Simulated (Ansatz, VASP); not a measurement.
## In: VASP beside Ansatz

```
In
1.0
     0.00000    2.27316    2.27316
     2.27316    0.00000    2.27316
     2.27316    2.27316    0.00000
In
1
Direct
  0.00000 0.00000 0.00000
```

Alike in both runs: task single point; functional PBEsol; k mesh 13 × 13 × 13; occupations fermi-dirac, width 0.1 eV; no spin polarisation.

|  | VASP | Ansatz |
| --- | --- | --- |
| version | VASP 6.6.1 | Ansatz 0.2.0 |
| potentials or method | VASP PAW PBE potentials, release 64 (In_d) | plane waves (420 eV) with PAW, scalar-relativistic |
| plane-wave cutoff (eV) | 520 | 420 |
| valence electrons in the cell | 13 | 13 |

```csv
,VASP,Ansatz,Ansatz less VASP
pressure (GPa),4.8,4.8,0.00
```

Ansatz warned: «pseudo_functional_mismatch».

Caveats: the PAW data sets were made with another functional, which shifts forces and pressure a little (VASP).
